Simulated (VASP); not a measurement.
# SrO (Fm-3m) in VASP: band structure with PBE+D3(BJ)

Aim: the band structure of SrO with PBE+D3(BJ).

All numbers are computed with VASP 6.6.1; they aren't measurements. Logs are shortened: lines on timing, memory, paths and dates and some standing lists are left out, and cuts for length are marked.

### 1 The structure

Symmetry: Fm-3m, No. 225, cubic system. Conventional cell: a = 5.158 Å, b = 5.158 Å, c = 5.158 Å, α = 90.00°, β = 90.00°, γ = 90.00°. Sr (site symmetry m-3m) has 6 O at 2.58 Å as nearest neighbours. Around O (site symmetry m-3m) lie 6 Sr at 2.58 Å.

The cell was built by a generator and needn't be a form met in nature.

### 2 Band structure, PBE+D3(BJ)

Contents of INCAR:

```
ALGO = Normal
EDIFF = 1E-6
ENCUT = 520
GGA = PE
ISIF = 2
ISMEAR = 0
IVDW = 12
LASPH = True
LCHARG = False
LREAL = False
LWAVE = False
NBANDS = 15
NELM = 80
PREC = Accurate
SIGMA = 0.02
```

Contents of KPOINTS:

```
k-points
0
Gamma
  10 10 10
```

Contents of POSCAR:

```
SrO                                     
1.0
   -0.0000000000      2.5792221991      2.5792221991
    2.5792221991     -0.0000000000      2.5792221991
    2.5792221991      2.5792221991      0.0000000000
  Sr              O             
     1     1
Direct
     0.0000000000000000    0.0000000000000000    0.0000000000000000
     0.5000000000000000    0.5000000000000000    0.5000000000000000
```

Contents of KPOINTS_OPT:

```
path GXWKGLUWLK,UX
15
line-mode
reciprocal
 0.0000000000  0.0000000000  0.0000000000  G
 0.5000000000  0.0000000000  0.5000000000  X

 0.5000000000  0.0000000000  0.5000000000  X
 0.5000000000  0.2500000000  0.7500000000  W

 0.5000000000  0.2500000000  0.7500000000  W
 0.3750000000  0.3750000000  0.7500000000  K

 0.3750000000  0.3750000000  0.7500000000  K
 0.0000000000  0.0000000000  0.0000000000  G

 0.0000000000  0.0000000000  0.0000000000  G
 0.5000000000  0.5000000000  0.5000000000  L

 0.5000000000  0.5000000000  0.5000000000  L
 0.6250000000  0.2500000000  0.6250000000  U

 0.6250000000  0.2500000000  0.6250000000  U
 0.5000000000  0.2500000000  0.7500000000  W

 0.5000000000  0.2500000000  0.7500000000  W
 0.5000000000  0.5000000000  0.5000000000  L

 0.5000000000  0.5000000000  0.5000000000  L
 0.3750000000  0.3750000000  0.7500000000  K

 0.6250000000  0.2500000000  0.6250000000  U
 0.5000000000  0.0000000000  0.5000000000  X
```

Potentials or basis: VASP PAW PBE potentials, release 64 (Sr_sv, O).

Command:

```bash
> cat potpaw_PBE.64/Sr_sv/POTCAR potpaw_PBE.64/O/POTCAR > POTCAR
> mpirun -np 1 vasp_std > vasp.out
```

OUTCAR:

```text
EDIFF = 1E-6
   ENCUT = 520
   GGA = PE
   ISIF = 2
   ISMEAR = 0
   IVDW = 12
   LASPH = True
   LREAL = False
   NELM = 80
   PREC = Accurate
 IVDW          = 12

 ion  position               nearest neighbor table
   1  0.000  0.000  0.000-   2 2.58   2 2.58   2 2.58   2 2.58   2 2.58   2 2.58
   2  0.500  0.500  0.500-   1 2.58   1 2.58   1 2.58   1 2.58   1 2.58   1 2.58

  LATTYP: Found a face centered cubic cell.
 ALAT       =     5.1584443982

  Lattice vectors:

 A1 = (   0.0000000000,   2.5792221991,   2.5792221991)
 A2 = (   2.5792221991,   0.0000000000,   2.5792221991)
 A3 = (   2.5792221991,   2.5792221991,   0.0000000000)

Analysis of symmetry for initial positions (statically):
=====================================================================
 Subroutine PRICEL returns:
 Original cell was already a primitive cell.

 Routine SETGRP: Setting up the symmetry group for a
 face centered cubic supercell.

 Subroutine GETGRP returns: Found 48 space group operations
 (whereof 48 operations were pure point group operations)
 out of a pool of 48 trial point group operations.

The static configuration has the point symmetry O_h .

Analysis of symmetry for dynamics (positions and initial velocities):
=====================================================================
 Subroutine PRICEL returns:
 Original cell was already a primitive cell.

 Routine SETGRP: Setting up the symmetry group for a
 face centered cubic supercell.

 Subroutine GETGRP returns: Found 48 space group operations
 (whereof 48 operations were pure point group operations)
 out of a pool of 48 trial point group operations.

The dynamic configuration has the point symmetry O_h .

 Subroutine INISYM returns: Found 48 space group operations
 (whereof 48 operations are pure point group operations),
 and found     1 'primitive' translations

----------------------------------------------------------------------------------------

                                     Primitive cell

  volume of cell :      34.3160

  direct lattice vectors                    reciprocal lattice vectors
     0.000000000  2.579222199  2.579222199    -0.193856892  0.193856892  0.193856892
     2.579222199  0.000000000  2.579222199     0.193856892 -0.193856892  0.193856892
     2.579222199  2.579222199  0.000000000     0.193856892  0.193856892 -0.193856892

  length of vectors
     3.647571014  3.647571014  3.647571014     0.335769987  0.335769987  0.335769987

  position of ions in fractional coordinates (direct lattice)
     0.000000000  0.000000000  0.000000000
     0.500000000  0.500000000  0.500000000

  ion indices of the primitive-cell ions
   primitive index   ion index
                 1           1
                 2           2

----------------------------------------------------------------------------------------

 KPOINTS: k-points

Automatic generation of k-mesh.
 Grid dimensions read from file:
 generate k-points for:   10   10   10

 Generating k-lattice:

  Cartesian coordinates                     Fractional coordinates (reciprocal lattice)
    -0.019385689  0.019385689  0.019385689     0.100000000  0.000000000  0.000000000
     0.019385689 -0.019385689  0.019385689     0.000000000  0.100000000  0.000000000
     0.019385689  0.019385689 -0.019385689     0.000000000  0.000000000  0.100000000

  Length of vectors
     0.033576999  0.033576999  0.033576999

  Shift w.r.t. Gamma in fractional coordinates (k-lattice)
     0.000000000  0.000000000  0.000000000

 Subroutine IBZKPT returns following result:
 ===========================================

 Found     47 irreducible k-points:

 Following reciprocal coordinates:
            Coordinates               Weight
  0.000000  0.000000  0.000000      1.000000
  0.100000  0.000000  0.000000      8.000000
  0.200000  0.000000  0.000000      8.000000
  0.300000  0.000000  0.000000      8.000000
  0.400000  0.000000  0.000000      8.000000
  0.500000  0.000000  0.000000      4.000000
[... 16 lines left out ...]
  0.300000  0.300000  0.000000      6.000000
  0.400000  0.300000  0.000000     24.000000
 [... further k-points ...]
   k-points           NKPTS =     47   k-points in BZ     NKDIM =     47   number of bands    NBANDS=     15
   number of dos      NEDOS =    301   number of ions     NIONS =      2
   total plane-waves  NPLWV =  21952
   dimension x,y,z NGX =    28 NGY =   28 NGZ =   28
   dimension x,y,z NGXF=    56 NGYF=   56 NGZF=   56
   ions per type =               1   1
   NGX,Y,Z   is equivalent  to a cutoff of  12.76, 12.76, 12.76 a.u.
   NGXF,Y,Z  is equivalent  to a cutoff of  25.52, 25.52, 25.52 a.u.
 SYSTEM =  unknown system
   PREC   = accura    normal or accurate (medium, high low for compatibility)
   ISTART =      0    job   : 0-new  1-cont  2-samecut
   ICHARG =      2    charge: 1-file 2-atom 10-const
   ISPIN  =      1    spin polarized calculation?
   LNONCOLLINEAR =      F non collinear calculations
   LSORBIT =      F    spin-orbit coupling
   LASPH  =      T    aspherical Exc in radial PAW
   ENCUT  =  520.0 eV  38.22 Ry    6.18 a.u.   6.78  6.78  6.78*2*pi/ulx,y,z
   NELM   =     80;   NELMIN=  2; NELMDL= -5     # of ELM steps
   EDIFF  = 0.1E-05   stopping-criterion for ELM
   LREAL  =      F    real-space projection
   EDIFFG = 0.1E-04   stopping-criterion for IOM
   NSW    =      0    number of steps for IOM
   IBRION =     -1    ionic relax: 0-MD 1-quasi-New 2-CG
   NFREE  =      0    steps in history (QN), initial steepest desc. (CG)
   ISIF   =      2    stress and relaxation
   ISYM   =      2    0-nonsym 1-usesym 2-fastsym
   POTIM  = 0.5000    time-step for ionic-motion
   TEBEG  =    0.0;   TEEND  =   0.0 temperature during run
   PSTRESS=    0.0 pullay stress
   NELECT =      16.0000    total number of electrons
   NUPDOWN=      -1.0000    fix difference up-down
   EMIN   =  10.00;   EMAX   =-10.00  energy-range for DOS
   EFERMI =   0.00;   METHOD = LEGACY
   ISMEAR =     0;   SIGMA  =   0.02  broadening in eV -4-tet -1-fermi 0-gaus
   EFERMI_NEDOS =   21; number of points for ismear=-14 and -15
   IALGO  =     38    algorithm
   IMIX   =      4    mixing-type and parameters
     AMIX     =   0.40;   BMIX     =  1.00
     AMIX_MAG =   1.60;   BMIX_MAG =  1.00
  volume/ion in A,a.u.               =      17.16       115.79
  Fermi-wavevector in a.u.,A,eV,Ry     =   1.269451  2.398915 21.925881  1.611507
  Thomas-Fermi vector in A             =   2.402492
   LORBIT       =      0    0 simple, 1 ext, 2 COOP (PROOUT), +10 PAW based schemes
   GGA     = PE    functional components
   LHFCALC =     F    Hartree Fock is set to
   AEXX    =    0.0000 exact exchange contribution
   IVDW    =    12    specifies the selected vdW correction
   LEPSILON=     F    determine dielectric tensor
   LRPA    =     F    only Hartree local field effects (RPA)
 non-spin polarized calculation
 Gauss-broadening in eV      SIGMA  =   0.02
  energy-cutoff  :      520.00
  volume of cell :       34.32
 maximum number of plane-waves:       941
   NGX = 13   NGY = 13   NGZ = 13

 number of electron      15.9999998 magnetization

 Free energy of the ion-electron system (eV)
  ---------------------------------------------------
  ext. energy  EPLUGINS =         0.00000000
  ---------------------------------------------------
  free energy    TOTEN  =       -12.04753114 eV

  energy without entropy =      -12.04753114  energy(sigma->0) =      -12.04753114

 E-fermi :   1.8428     XC(G=0):  -9.9813

 val. band max:        1.6182216391   @ k =   0.0000   0.0000   0.0000
 cond. band min:       4.8883340911   @ k =   0.5000   0.5000   0.0000
 fundamental gap:      3.2701124521
 Fermi energy:         1.8428379716

 k-point     1 :       0.0000    0.0000    0.0000
  band No.  band energies     occupation
      1     -30.8043      2.00000
      2     -13.4602      2.00000
      3     -12.4521      2.00000
      4     -12.4521      2.00000
      5     -12.4521      2.00000
      6       1.6182      2.00000
      7       1.6182      2.00000
      8       1.6182      2.00000
      9       5.5331      0.00000
     10       7.8078      0.00000
     11       7.8078      0.00000
     12       7.8078      0.00000
     13       9.9534      0.00000
     14       9.9534      0.00000
     15      14.2825      0.00000

 k-point     2 :       0.1000    0.0000    0.0000
  band No.  band energies     occupation
      1     -30.7919      2.00000
      2     -13.7189      2.00000
      3     -12.4599      2.00000
      4     -12.4599      2.00000
      5     -12.2239      2.00000
      6       1.3133      2.00000
      7       1.4904      2.00000
      8       1.4904      2.00000
      9       5.9953      0.00000
     10       7.6999      0.00000
     11       8.0028      0.00000
     12       8.0028      0.00000
     13      10.2145      0.00000
     14      10.2145      0.00000
     15      14.9328      0.00000

 k-point     3 :       0.2000    0.0000    0.0000
  band No.  band energies     occupation
      1     -30.7591      2.00000
      2     -14.1755      2.00000
      3     -12.4801      2.00000
      4     -12.4801      2.00000
      5     -11.8481      2.00000
      6       0.6776      2.00000
      7       1.1816      2.00000
      8       1.1816      2.00000
      9       7.0770      0.00000
     10       7.5979      0.00000
     11       8.5537      0.00000
     12       8.5537      0.00000
     13      10.9073      0.00000
     14      10.9073      0.00000
     15      16.4781      0.00000
[... 343 lines left out ...]
 k-point    23 :       0.3000    0.3000    0.0000
  band No.  band energies     occupation
      1     -30.6919      2.00000
      2     -14.1996      2.00000
      3     -12.6860      2.00000
      4     -12.6860      2.00000
      5     -12.0970      2.00000
      6       0.3678      2.00000
      7       1.4715      2.00000
      8       1.4715      2.00000
      9       5.6134      0.00000
     10       8.0356      0.00000
     11      10.7949      0.00000
     12      10.7949      0.00000
     13      11.0060      0.00000
     14      12.1084      0.00000
     15      19.0799      0.00000

 k-point    24 :       0.4000    0.3000    0.0000
  band No.  band energies     occupation
      1     -30.6662      2.00000
      2     -14.2065      2.00000
      3     -12.7880      2.00000
      4     -12.7210      2.00000
      5     -12.2098      2.00000
      6       0.5559      2.00000
      7       1.3086      2.00000
      8       1.3841      2.00000
      9       5.5606      0.00000
     10       8.7251      0.00000
     11      11.0582      0.00000
     12      11.2459      0.00000
     13      11.7089      0.00000
     14      12.5633      0.00000
     15      16.9728      0.00000

 [... further k-points ...]

------------------------ aborting loop because EDIFF is reached ----------------------------------------

 Edisp (eV)   -0.48664

 E8    (eV) :    -0.2372

  FORCE on cell =-STRESS in cart. coord.  units (eV):
  Direction    XX          YY          ZZ          XY          YZ          ZX
  --------------------------------------------------------------------------------------
  -------------------------------------------------------------------------------------
  Total       0.01818     0.01818     0.01818    -0.00000     0.00000    -0.00000
  in kB       0.84902     0.84902     0.84902    -0.00000     0.00000    -0.00000
  external pressure =        0.85 kB  Pullay stress =        0.00 kB

 VOLUME and BASIS-vectors are now :
 -----------------------------------------------------------------------------
  energy-cutoff  :      520.00
  volume of cell :       34.32
      direct lattice vectors                 reciprocal lattice vectors
     0.000000000  2.579222199  2.579222199    -0.193856892  0.193856892  0.193856892
     2.579222199  0.000000000  2.579222199     0.193856892 -0.193856892  0.193856892
     2.579222199  2.579222199  0.000000000     0.193856892  0.193856892 -0.193856892

 POSITION                                       TOTAL-FORCE (eV/Angst)
 -----------------------------------------------------------------------------------
      0.00000      0.00000      0.00000         0.000000      0.000000      0.000000
      2.57922      2.57922      2.57922        -0.000000     -0.000000     -0.000000
 -----------------------------------------------------------------------------------
    total drift:                                0.000000      0.000000      0.000000

  FREE ENERGIE OF THE ION-ELECTRON SYSTEM (eV)
  ---------------------------------------------------
  free  energy   TOTEN  =       -12.5341709435 eV

  energy  without entropy=      -12.5341709435  energy(sigma->0) =      -12.53417094
```

Wall time 26 s (1 thread of Intel Xeon 6975P-C (Granite Rapids), shared host); peak memory 0.19 GiB.

What came out:

| Quantity | Value |
| --- | --- |
| Free energy | -12.5342 eV |
| Pressure | 0.1 GPa |
| Band gap on the k mesh | 3.27 eV, indirect (least direct gap 3.36 eV) |
| Band gap along the path | 3.27 eV, indirect (least direct gap 3.36 eV) |
| Dispersion energy per atom | -0.243 eV |

Levels at the corners of the path, in eV from the valence-band top:
```
point  band 6  band 7  band 8  band 9  band 10  band 11
    Γ    0.00    0.00    0.00    3.91     6.19     6.19
    X   -0.45   -0.09   -0.09    3.27     7.73    10.11
    X   -0.45   -0.09   -0.09    3.27     7.73    10.11
    W   -1.11   -0.45   -0.45    6.00     6.00     8.55
    W   -1.11   -0.45   -0.45    6.00     6.00     8.55
    K   -0.95   -0.57   -0.49    4.77     7.86     8.66
    K   -0.95   -0.57   -0.49    4.77     7.86     8.66
    Γ    0.00    0.00    0.00    3.91     6.19     6.19
    Γ    0.00    0.00    0.00    3.91     6.19     6.19
    L   -2.15   -1.12   -1.12    6.51     8.38     8.79
    L   -2.15   -1.12   -1.12    6.51     8.38     8.79
    U   -0.95   -0.57   -0.49    4.77     7.86     8.66
    U   -0.95   -0.57   -0.49    4.77     7.86     8.66
    W   -1.11   -0.45   -0.45    6.00     6.00     8.55
    W   -1.11   -0.45   -0.45    6.00     6.00     8.55
    L   -2.15   -1.12   -1.12    6.51     8.38     8.79
    L   -2.15   -1.12   -1.12    6.51     8.38     8.79
    K   -0.95   -0.57   -0.49    4.77     7.86     8.66
    U   -0.95   -0.57   -0.49    4.77     7.86     8.66
    X   -0.45   -0.09   -0.09    3.27     7.73    10.11
```

A hybrid or GW would open this gap; PBE tends to underestimate it.
